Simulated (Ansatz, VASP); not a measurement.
# One calculation of Sb, two programs

```
Sb
1.0
     3.16000    0.00000    0.00000
     0.00000    3.16000    0.00000
     0.00000    0.00000    3.16000
Sb
1
Cartesian
  0.0000 0.0000 0.0000
```

This isn't the form of Sb at room conditions, which is rhombohedral.

Alike in both runs: task single point; functional PBE; k mesh 6 × 6 × 6; occupations gaussian, width 0.1 eV; no spin polarisation.

```csv
,VASP,Ansatz
version,VASP 6.6.1,Ansatz 0.2.0
potentials or method,"VASP PAW PBE potentials, release 64 (Sb)","scalar-relativistic, plane waves, PAW"
plane-wave cutoff (eV),520,420
valence electrons in the cell,5,15
```

|  | VASP | Ansatz | Ansatz less VASP |
| --- | --- | --- | --- |
| gap on the k mesh at the Fermi level (eV) | none | none | - |
| pressure (GPa) | -1.4 | -1.4 | +0.04 |

A gap of «none» marks a metal or a gap that the smearing closes. With one functional, cell and mesh, what is left measures potentials, basis and numerics. The two sets of potentials don't hold the same shells in valence.

The runs have no spin-orbit coupling, so splittings on Sb are missing.
